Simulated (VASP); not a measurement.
Input of a VASP 6.6.1 run:

INCAR

```
  PREC = Accurate
  ENCUT = 520
  EDIFF = 1E-5
  ISMEAR = 0
  SIGMA = 0.05
  LREAL = Auto
  LASPH = True
  NELM = 80
  ALGO = Normal
  ISIF = 2
  LWAVE = False
  LCHARG = False
  GGA = PE
  NBANDS = 276
  NSIM = 4
  LUSENCCL = False
```

File KPOINTS:

```
regular mesh
0
Gamma
  2 2 2
```

File POSCAR:

```
BaTiO3
1.0
    8.0120000000      0.0000000000      0.0000000000
    0.0000000000      8.0120000000      0.0000000000
    0.0000000000      0.0000000000     12.0180000000
Ba Ti O
12 12 36
Direct
    0.2512940000      0.2530760000      0.1674920000
    0.2451200000      0.2533900000      0.5011140000
    0.2479890000      0.2521760000      0.8342430000
    0.2511010000      0.7501060000      0.1680310000
    0.2472420000      0.7493900000      0.4987970000
    0.2522420000      0.7501490000      0.8326030000
    0.7470720000      0.2490370000      0.1666870000
    0.7489680000      0.2548450000      0.5025130000
    0.7398480000      0.2429270000      0.8328970000
    0.7484190000      0.7508000000      0.1672090000
    0.7579300000      0.7458360000      0.4990570000
    0.7576490000      0.7524220000      0.8349890000
   -0.0019250000     -0.0061710000      0.0004180000
    0.0004080000     -0.0045960000      0.3316280000
   -0.0002700000     -0.0035380000      0.6664210000
    0.0003580000      0.5001330000     -0.0012640000
    0.0022230000      0.5033370000      0.3341340000
   -0.0030640000      0.5027400000      0.6654150000
    0.5032920000     -0.0040130000      0.0022830000
    0.4999250000     -0.0046760000      0.3325500000
    0.5002030000      0.0010210000      0.6642150000
    0.4958540000      0.5007470000     -0.0011650000
    0.5008820000      0.5028440000      0.3292180000
    0.5009530000      0.5045860000      0.6659240000
   -0.0030360000      0.0028170000      0.1672990000
    0.0033550000     -0.0012930000      0.4963010000
   -0.0004120000     -0.0016690000      0.8352690000
    0.0007250000      0.4938930000      0.1636830000
    0.0033090000      0.5025450000      0.4984020000
   -0.0000040000      0.5016680000      0.8345030000
    0.5032810000      0.0009600000      0.1664300000
    0.4990310000      0.0039530000      0.4943810000
    0.4994810000      0.0001240000      0.8297750000
    0.5012460000      0.4975610000      0.1688200000
    0.4995300000      0.5025060000      0.5030430000
    0.5014340000      0.4967210000      0.8295530000
    0.0065650000      0.2495830000     -0.0017190000
    0.0005400000      0.2492830000      0.3354600000
    0.0001270000      0.2500510000      0.6648830000
    0.0017580000      0.7461290000      0.0016620000
    0.0057060000      0.7442910000      0.3271770000
    0.0023100000      0.7595400000      0.6641680000
    0.4953170000      0.2522050000     -0.0020990000
    0.4981050000      0.2486970000      0.3346610000
    0.4984820000      0.2510400000      0.6662260000
    0.4968370000      0.7488020000     -0.0023720000
    0.5000240000      0.7457920000      0.3306050000
    0.5054550000      0.7498010000      0.6665320000
    0.2519150000     -0.0015760000     -0.0005700000
    0.2515920000      0.0010570000      0.3304390000
    0.2531200000     -0.0022110000      0.6640300000
    0.2466280000      0.4985380000      0.0040620000
    0.2455980000      0.5005990000      0.3279970000
    0.2499940000      0.5033680000      0.6660760000
    0.7476430000      0.0008670000      0.0017480000
    0.7524850000      0.0073860000      0.3338550000
    0.7477820000     -0.0004720000      0.6664860000
    0.7504070000      0.4998880000      0.0004340000
    0.7437440000      0.5031060000      0.3318990000
    0.7456070000      0.5023880000      0.6699550000
```

Potentials or basis: VASP PAW PBE potentials, release 64 (Ba_sv, Ti_sv, O).

Run with:

```console
$ cat potpaw_PBE.64/Ba_sv/POTCAR potpaw_PBE.64/Ti_sv/POTCAR potpaw_PBE.64/O/POTCAR > POTCAR
$ mpirun -np 1 vasp_std > vasp.out
```

**Question.** Predict the band gap on the k mesh.

**Answer.** 1.66 eV.

**Question.** Estimate the pressure.

**Answer.** 3.8 GPa.

Forces in eV/Å, atoms in the order of the input:
```
Ba  -0.281 -0.300 -0.041
Ba   0.438 -0.223 -0.252
Ba   0.030 -0.252 -0.126
Ba  -0.162 -0.016 -0.310
Ba   0.542  0.122  0.070
Ba   0.119  0.118 -0.026
Ba   0.359  0.246  0.094
Ba  -0.151 -0.368 -0.480
Ba   0.501  0.482  0.074
Ba   0.217 -0.332 -0.098
Ba  -0.748  0.420 -0.030
Ba  -0.648 -0.278 -0.174
Ti   0.853  0.961  0.110
Ti  -0.081  1.299  0.198
Ti   0.123  0.710 -0.163
Ti  -0.394 -0.888  0.605
Ti   0.205 -1.161 -1.029
Ti   0.499 -0.919  0.672
Ti  -0.924  0.404 -0.338
Ti  -0.083  1.092  0.665
Ti  -0.203  0.143  0.289
Ti   0.433 -0.549 -0.304
Ti   0.212 -0.902  0.518
Ti  -0.352 -0.107 -0.279
O    0.083 -0.332 -0.306
O   -0.156 -0.220  0.413
O   -0.049 -0.095 -0.313
O   -0.248  0.287  0.422
O   -0.355  0.189  0.455
O    0.009  0.161 -0.773
O   -0.042 -0.244 -0.432
O    0.110 -0.452  0.454
O    0.086 -0.106  0.369
O   -0.129  0.220 -0.527
O   -0.031  0.034 -0.383
O   -0.246  0.275  1.001
O   -0.416 -0.355 -0.033
O   -0.059  0.188 -0.107
O   -0.111  0.487  0.087
O   -0.125  0.761 -0.054
O   -0.413  0.506  0.328
O   -0.216 -0.943  0.112
O    0.207 -0.030  0.135
O    0.027  0.216 -0.194
O    0.090 -0.338 -0.126
O    0.203  0.049  0.150
O   -0.033  0.530  0.135
O   -0.192  0.206 -0.120
O   -0.143 -0.155  0.127
O   -0.082 -0.326 -0.019
O   -0.405  0.049  0.080
O    0.816  0.282 -0.380
O    0.098  0.078  0.427
O   -0.764  0.111  0.078
O    0.159 -0.190 -0.158
O   -0.010 -0.719 -0.087
O    0.544  0.024 -0.214
O   -0.432  0.088 -0.068
O    0.450 -0.006  0.169
O    1.272  0.065 -0.293
```

Caveat: spin-orbit coupling is left out, which moves the levels of the heavy elements; forces of over 1 eV/Å show positions far from the minimum, so gaps and moduli don't describe the material at rest. A k mesh can miss the band edges.
